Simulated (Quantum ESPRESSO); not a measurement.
# BaTiO3 in Quantum ESPRESSO: the effect of target pressure

Crystal: BaTiO3.

```xyz
5
Lattice="4.0060 0.0000 0.0000 0.0000 4.0060 0.0000 0.0000 0.0000 4.0060" Properties=species:S:1:pos:R:3 pbc="T T T"
Ba    2.0030    2.0030    2.0030
Ti    0.0000    0.0000    0.0000
O     0.0000    0.0000    2.0030
O     0.0000    2.0030    0.0000
O     2.0030    0.0000    0.0000
```

Alike in all runs:

```yaml
Program: Quantum ESPRESSO 7.5
Task: phonons
Functional: PBE
Potentials_or_basis: GBRV 1.5 PBE
Cutoff: 612 eV
Density_cutoff: 4898 eV
k_mesh: 2 × 2 × 2, shifted
Occupations: fermi-dirac, width 0.05 eV
Spin: no spin polarisation
```

Each run relaxes the cell or the atoms first.

Problem. One run gave: relaxed volume 11.01 Å³/atom; dielectric constant 5.82 mean; highest phonon frequency 626 cm⁻¹. Which target pressure did it use?
A. 20 GPa
B. 10 GPa
C. 40 GPa
D. 0 GPa
E. 5 GPa

Solution. C.

```csv
target pressure,relaxed volume (Å³/atom),dielectric constant (mean),highest phonon frequency (cm⁻¹)
0 GPa,13.02,5.87,483
5 GPa,12.65,5.85,496
10 GPa,12.33,5.83,510
20 GPa,11.80,5.82,544
40 GPa,11.01,5.82,626
```

Caveats: all runs use coarse meshes; the cell is more than 3 GPa from zero pressure, which shifts response properties (some runs).
